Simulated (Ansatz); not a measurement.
# SnS: further runs on the relaxed cell

One table from this session's results is given with a row withheld; the runs are named, their logs left out.

Method: DFT PBE, scalar-relativistic, plane waves, PAW, in Ansatz 0.2.0.

1 further run of the same task is left out (set aside as unsound or not needed).

**Starting point**

It takes space group Pnma (No. 62, orthorhombic). Conventional cell: a = 11.446 Å, b = 4.023 Å, c = 4.454 Å, α = 90.00°, β = 90.00°, γ = 90.00°. Around Sn (site symmetry m) lie 3 S at 2.66 to 2.69 Å. Around S (site symmetry m) lie 3 Sn at 2.66 to 2.69 Å.

As a file:

```
Sn S
1.0
    11.44550    0.00000    0.00000
     0.00000    4.02328    0.00000
     0.00000    0.00000    4.45420
Sn S
4 4
Direct
  0.12154 0.25000 0.13001
  0.37846 0.75000 0.63001
  0.62154 0.25000 0.36999
  0.87846 0.75000 0.86999
  0.84990 0.25000 0.47744
  0.65010 0.75000 0.97744
  0.34990 0.25000 0.02256
  0.15010 0.75000 0.52256
```

It is the result of an earlier relaxation at this level (volume 25.64 Å³/atom; gap on the mesh: 1.05 eV).

The first run:

The input, input.yaml:

```yaml
crystal:
  lattice:
    - [11.4455026904, 0.0, 0.0]
    - [0.0, 4.0232844582, 0.0]
    - [0.0, 0.0, 4.4542025396]
  atoms:
    - { symbol: Sn, position: [0.1215422495, 0.25, 0.1300059297] }
    - { symbol: Sn, position: [0.3784577505, 0.75, 0.6300059297] }
    - { symbol: Sn, position: [0.6215422495, 0.25, 0.3699940703] }
    - { symbol: Sn, position: [0.8784577505, 0.75, 0.8699940703] }
    - { symbol: S, position: [0.8498958705, 0.25, 0.4774433418] }
    - { symbol: S, position: [0.6501041295, 0.75, 0.9774433418] }
    - { symbol: S, position: [0.3498958705, 0.25, 0.0225566582] }
    - { symbol: S, position: [0.1501041295, 0.75, 0.5225566582] }
basis:
  ecutwfc: 420
kpoints:
  mp_grid: { grid: [4, 8, 6] }
hamiltonian:
  xc: pbesol
scf:
  occupations: { method: gaussian, width: 0.02 }
output:
  forces: true
  stress: true
  eigenvalues: true
  write_density: true
  write_potential: true
  elf: true
  volumetric_format: npy
relax:
  adjacent_minimum: "off"
  f_tol: 0.005
  max_steps: 50
  cell: { stress_tol: 0.05 }
```

Launch:

```bash
$ ansatz run input.yaml --threads 4 --pin off --max-ram 10240MiB --backend cpu --events-out ev --progress --plain --runs-dir out
```

Steps of the session up to this table: The cell under PBEsol; The cell under LDA; Relaxing with PBE+D3(BJ).

One of the session's tables, all rows but one given; the rest of the session is left out.

```
functional   a (Å)  b (Å)  c (Å)  volume (Å³/atom)  gap on the mesh (eV)
       PBE  11.446  4.023  4.454             25.64                  1.05
    PBEsol  11.095  3.985  4.233             23.39                  0.74
       LDA       ?      ?      ?                 ?                     ?
PBE+D3(BJ)  11.153  4.000  4.259             23.75                  0.84
```

Estimate the missing values for LDA.

The run gave: a (Å): 10.976; b (Å): 3.954; c (Å): 4.184; volume (Å³/atom): 22.70; gap on the mesh (eV): 0.65. In the column «a (Å)» it is the lowest.

The volumes rise in the order LDA, PBEsol, PBE+D3(BJ), PBE, over 13.0 %. PBE+D3(BJ) comes nearest to the reported cell (-1.8 %), which holds thermal expansion that these runs lack.
